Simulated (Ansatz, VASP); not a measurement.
# Mg in VASP and in Ansatz

```
Mg
1.0
     2.86244    0.00000    0.00000
     0.00000    2.86244    0.00000
     0.00000    0.00000    2.86244
Mg
1
Direct
  0.00000 0.00000 0.00000
```

Alike in both runs: task single point; functional r2SCAN; k mesh 6 × 6 × 6; occupations gaussian, width 0.1 eV; no spin polarisation.

|  | VASP | Ansatz |
| --- | --- | --- |
| version | VASP 6.6.1 | Ansatz 0.2.0 |
| potentials or method | VASP PAW PBE potentials, release 64 (Mg) | scalar-relativistic, plane waves, PAW |
| plane-wave cutoff (eV) | 520 | 500 |
| valence electrons in the cell | 2 | 10 |

```tsv
	VASP	Ansatz	Ansatz less VASP
gap on the k mesh at the Fermi level (eV)	none	none	-
pressure (GPa)	3.7	3.9	+0.20
```

A gap of «none» marks a metal or a gap that the smearing closes. The functional is the same, so the differences come from potentials, cutoffs and numerics. The two sets of potentials don't hold the same shells in valence.

Caveats: the k mesh is coarse (spacing up to 0.37 Å⁻¹), so the values aren't converged; the PAW data sets were made with another functional, which shifts forces and pressure a little (VASP).
